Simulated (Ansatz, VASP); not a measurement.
Be: VASP beside Ansatz

```xyz
1
Lattice="2.2327 0.0447 0.0000 0.0447 2.2327 0.0000 0.0000 0.0000 2.0657" Properties=species:S:1:pos:R:3 pbc="T T T"
Be    1.1387    1.1387    0.0000
```

Change from the starting cell: strain = 0.04.

Alike in both runs: task single point; functional PBE; k mesh 12 × 12 × 13; occupations fermi-dirac, width 0.05 eV; no spin polarisation.

|  | VASP | Ansatz |
| --- | --- | --- |
| version | VASP 6.6.1 | Ansatz 0.2.0 |
| potentials or method | VASP PAW PBE potentials, release 64 (Be) | Ansatz PAW |
| plane-wave cutoff (eV) | 520 | 420 |
| valence electrons in the cell | 2 | 2 |

VASP gave:

| Property | Result |
| --- | --- |
| gap on the k mesh at the Fermi level (eV) | none |
| pressure (GPa) | 0.2 |
| largest component of the traceless stress (GPa) | 4.10 |

**Question.** What did Ansatz give for the same quantities?

**Answer.** gap on the k mesh at the Fermi level (eV): none; pressure (GPa): 0.1; largest component of the traceless stress (GPa): 4.08.

A gap of «none» marks a metal or a gap that the smearing closes. With one functional, cell and mesh, what is left measures potentials, basis and numerics.
